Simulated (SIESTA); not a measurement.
Runs of SIESTA 5.4.2 on MnO2. It takes space group P4_2/mnm (No. 136, tetragonal). Conventional cell: a = 4.400 Å, b = 4.400 Å, c = 2.867 Å, α = 90.00°, β = 90.00°, γ = 90.00°. Mn (site symmetry mmm) has 6 O at 1.88 to 1.90 Å as nearest neighbours. Around O (site symmetry m2m) lie 3 Mn at 1.88 to 1.90 Å. The cell is a database's computed one.

```csv
task,level,potentials or basis,cell,k mesh,gap on the mesh (eV),pressure (GPa),moment (μB),largest force (eV/Å)
band structure,LDA,"PseudoDojo 0.4 standard (LDA files), DZP (energy shift 0.003 Ry; two zetas on semicore shells)",as given,6 × 6 × 9,none,(a),5.63,0.03
band structure,PBE,"PseudoDojo 0.4 standard (PBE files), DZP (energy shift 0.003 Ry; two zetas on semicore shells)",as given,6 × 6 × 9,none,8.8,5.99,0.06
single point,PBE,"PseudoDojo 0.4 standard (PBE files), DZP (energy shift 0.003 Ry; two zetas on semicore shells)",as given,6 × 6 × 9,none,8.8,5.99,0.06
single point,PBE,"PseudoDojo 0.4 standard (PBE files), DZP (energy shift 0.003 Ry; two zetas on semicore shells)","atoms moved at random, drawn with an rms of 0.05 Å",6 × 6 × 9,none,9.4,5.99,1.75
```

Alike in all rows: spin collinear, ferromagnetic start; smearing fermi-dirac 0.05 eV; grid cutoff 800 Ry; energy shift 0.003 Ry.

Problem. Fill in the values left out.

Solution. (a) -9.2.

Caveats: short orbitals over semicore shells can move pressures by several GPa; the basis of atomic orbitals isn't converged, which shifts pressures, moduli and gaps; semilocal functionals often make such compounds metallic where correlation or magnetic order opens a gap, which also shifts bond lengths; only a ferromagnetic start was run, and an antiferromagnetic order may lie lower in energy.

A gap of «none» marks a metal or a gap under the smearing width.
